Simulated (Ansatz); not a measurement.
# SnSe2 under changes of volume

One of the cells (25.726 Å³/atom); the others are scaled copies at fixed shape and fractional positions:

```
CELL_PARAMETERS angstrom
3.81100 0.00000 0.00000
-1.90550 3.30042 0.00000
0.00000 0.00000 6.13600
ATOMIC_POSITIONS crystal
Sn 0.00000 0.00000 0.00000
Se 0.66667 0.33333 0.75100
Se 0.33333 0.66667 0.24900
```

```yaml
Program: Ansatz 0.2.0
Functional: rPW86-PBE
Potentials_or_basis: Ansatz PAW
Cutoff: "420 eV (not typed: the program's choice for these potentials)"
k_mesh: 8 × 8 × 5
Occupations: fermi-dirac, width 0.05 eV
Spin: no spin polarisation
```

```tsv
volume (Å³/atom)	energy over the lowest point (meV/atom)	pressure (GPa)	gap on the mesh (eV)	largest force (eV/Å)
24.182	180.43	15.4	0.87	1.840
24.697	134.84	13.1	0.85	1.591
25.212	96.31	11.0	0.81	1.362
25.726	?	?	?	?
26.241	37.77	7.4	0.75	0.954
26.755	16.55	5.9	0.72	0.773
27.270	0.00	4.5	0.69	0.605
```

Question: What does the run at 25.726 Å³/atom give?

Answer: Energy over the lowest point 64.17 meV/atom; pressure 9.1 GPa; gap on the mesh 0.78 eV; largest force 1.150 eV/Å.

Worked out: A Birch-Murnaghan fit of order 3 (a polynomial in V^(-2/3)) to the other rows has no minimum within the range. It gives 64.20 meV/atom at 25.726 Å³/atom, against the run's 64.17, and -dE/dV = 9.1 GPa, against 9.1. A straight line through the other rows of the gap, of slope -1.53 eV per unit of ln V, gives 0.78 eV, against the run's 0.78.

Energies are extrapolated to zero smearing.

Caveats: odd divisions of the mesh miss points on the zone boundary, where band edges often lie, so the gap on the mesh can be too wide; spin-orbit coupling is left out, which moves the levels of the heavy elements; the PAW data sets come from PBE, with cores solved anew for the run's functional, which leaves a small shift of forces and pressure; forces of over 1 eV/Å show positions far from the minimum, so gaps and moduli don't describe the material at rest (some runs).

A mesh can miss the band edges.
